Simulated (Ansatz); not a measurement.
Crystal: Be, simple cubic type, 1 atom in the cell.

Level of theory: PBE, plane waves, PAW datasets (generated soft set 1) in Ansatz.

Cutoff 420 eV; k-mesh 50×50×50 Γ-centred; Fermi–Dirac smearing of 0.0612 eV; no spin polarisation.

**Question.** What equilibrium volume, lattice constant and bulk modulus does this give?

**Answer.** V₀ = 10.266 Å³/atom (a₀ = 2.173 Å), B₀ = 75.4 GPa, B₀′ = 3.37. The points behind the fit:

| V (Å³/atom) | a (Å) | E − E(min) (meV/atom) | P (GPa) |
| --- | --- | --- | --- |
| 9.649 | 2.1289 | 9.54 | 5.19 |
| 9.854 | 2.1439 | 4.12 | 3.31 |
| 10.059 | 2.1587 | 1.01 | 1.58 |
| 10.265 | 2.1733 | 0.00 | 0.01 |
| 10.470 | 2.1877 | 0.93 | -1.44 |
| 10.675 | 2.2019 | 3.63 | -2.76 |
| 10.880 | 2.2159 | 7.96 | -3.98 |

The published all-electron PBE values for this crystal (mean of FLEUR and WIEN2k, k-spacing 0.06 Å⁻¹; Bosoni et al., Nat. Rev. Phys. 6, 45 (2024)) are V₀ = 10.267 Å³/atom, B₀ = 75.4 GPa, B₀′ = 3.36.

The stress includes the program's correction for the finite plane-wave basis.

This cubic structure is a model: it isn't the usual form of the substance at ambient conditions, and such phases are metastable or hypothetical.
